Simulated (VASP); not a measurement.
A run of VASP 6.6.1 is set up as follows.

INCAR

```
PREC     = Accurate       # precision mode
ENCUT    = 520            # plane-wave cutoff, eV
EDIFF    = 1E-6           # SCF threshold, eV
ISMEAR   = 0              # smearing method
SIGMA    = 0.05           # smearing width, eV
LREAL    = F              # projectors in reciprocal space
LASPH    = T              # aspherical terms in the spheres
NELM     = 120            # most SCF steps
ALGO     = Fast           # electronic algorithm
ISIF     = 2              # what is computed and relaxed
LWAVE    = F              # write WAVECAR
LCHARG   = F              # write CHGCAR
ISPIN    = 2              # spin polarisation
MAGMOM   = 4 0 0          # initial moments
LORBIT   = 11             # projections on sites
LMAXMIX  = 4              # l up to which the mixer works
LDAU     = T              # DFT+U
LDAUTYPE = 2            
LDAUL    = 2 -1           # shell
LDAUU    = 4 0            # U, eV
LDAUJ    = 0 0          
LDAUPRINT= 1            
GGA      = CA             # functional
```

KPOINTS

```
Automatic mesh
0
Gamma
  7 7 7
```

File POSCAR:

```
MnF2
1.0
    1.5868133000      0.9161470900      4.7975342500
   -1.5868133000      0.9161470900      4.7975342500
    0.0000000000     -1.8322941800      4.7975342500
Mn F
1 2
Direct
    0.0000000000      0.0000000000      0.0000000000
    0.2520000000      0.2520000000      0.2520000000
    0.7480000000      0.7480000000      0.7480000000
```

Potentials or basis: VASP PAW LDA potentials, release 64 (Mn_pv, F).

Launch:

```sh
$ cat potpaw_LDA.64/Mn_pv/POTCAR potpaw_LDA.64/F/POTCAR > POTCAR
$ mpirun -np 1 vasp_std > vasp.out
```

Q: Estimate the net moment.

A: 5.00 μB per cell.

Q: Estimate the site moments.

A: Mn +4.64; F +0.07 μB.

Eigenvalues of the final occupation matrices:
```csv
site,spin,trace,eigenvalues
site 1 d,1,4.79,0.94 0.94 0.95 0.98 0.98
site 1 d,2,0.17,0.01 0.02 0.02 0.06 0.06
```

Caveat: an odd mesh through Γ misses points on the zone boundary, where band edges often lie; a cell with one magnetic atom can't hold antiferromagnetic order, which such compounds often take; forces of over 1 eV/Å show positions far from the minimum, so gaps and moduli don't describe the material at rest. The state reached can hang on the start; a lower one may exist.
